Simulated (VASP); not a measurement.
Here is a VASP 6.6.1 calculation.

Contents of INCAR:

```
  PREC = Accurate
  ENCUT = 520
  EDIFF = 1E-6
  ISMEAR = -1
  SIGMA = 0.02
  LREAL = Auto
  LASPH = T
  NELM = 60
  ALGO = Normal
  ISIF = 2
  LWAVE = F
  LCHARG = F
  GGA = PE
  IVDW = 12
  NBANDS = 48
```

KPOINTS

```
Automatic mesh
0
Gamma
  1 1 1
```

POSCAR

```
H3F
1.0
    6.7474610000      0.0000000000      0.0000000000
    0.0000000000      6.7474610000      0.0000000000
    0.0000000000      0.0000000000      6.7474610000
F H
6 18
Direct
    0.6303408052      0.4002097974      0.3962231127
    0.8261626114      0.4114881138      0.7180626905
    0.4221884350      0.4708585941      0.9745888120
    0.8054585273      0.8773522366      0.4913255519
    0.1647286290      0.6279399021      0.7000855581
    0.1348655442      0.9545071843      0.3653077802
    0.6311262859      0.5019665916      0.3046182853
    0.7578406159      0.4186760027      0.5894809914
    0.3177639708      0.5301401520      0.8851774023
    0.9255777840      0.9337734594      0.4436038978
    0.0351836046      0.5656498052      0.7282294777
    0.2469373295      0.8660442795      0.3877162091
    0.8078742508      0.7486075133      0.0923903080
    0.7611159220      0.6502742291      0.0835869966
    0.1398007339      0.5319630599      0.3476863371
    0.1555548079      0.5850793358      0.2515020094
    0.2215203615      0.0855581084      0.8046434059
    0.1353249763      0.0772735107      0.7309119682
    0.5866502971      0.9944333135      0.7734613064
    0.6700298082      1.0560120318      0.8182337030
    0.8304457039      1.2126931893      0.0330050074
    0.9358334935      1.2270837875      0.0714342773
    0.4247227216      0.7258582154      0.4317179455
    0.5167869811      0.7870071424      0.4520366994
```

Potentials or basis: VASP PAW PBE potentials, release 64 (F, H).

Launch:

```sh
$ cat potpaw_PBE.64/F/POTCAR potpaw_PBE.64/H/POTCAR > POTCAR
$ mpirun -np 1 vasp_gam > vasp.out
```

Problem. Predict the largest force.

Solution. 2.220 eV/Å.

Problem. What does it give for the pressure?

Solution. -0.8 GPa.

Forces in eV/Å, atoms in the order of the input:
```
F    0.036 -1.039  0.872
F    0.110  0.392 -0.684
F   -1.611  0.937 -1.207
F   -0.680 -0.199  0.159
F   -0.858 -0.637  0.711
F    1.112 -0.172 -0.213
H    0.007  0.979 -0.969
H    0.221 -0.073  0.676
H    1.586 -0.787  1.052
H    0.379 -0.168 -0.093
H    0.577  0.225 -0.462
H   -0.684  0.581  0.041
H    0.168  0.406  0.133
H   -0.199 -0.438 -0.208
H   -0.004 -0.064  0.052
H   -0.030 -0.088 -0.128
H   -0.399 -0.012 -0.337
H    0.436  0.053  0.393
H    0.292  0.239  0.253
H   -0.414 -0.222 -0.140
H    0.417  0.086  0.208
H   -0.374 -0.086 -0.078
H    0.006 -0.118  0.036
H   -0.094  0.207 -0.065
```
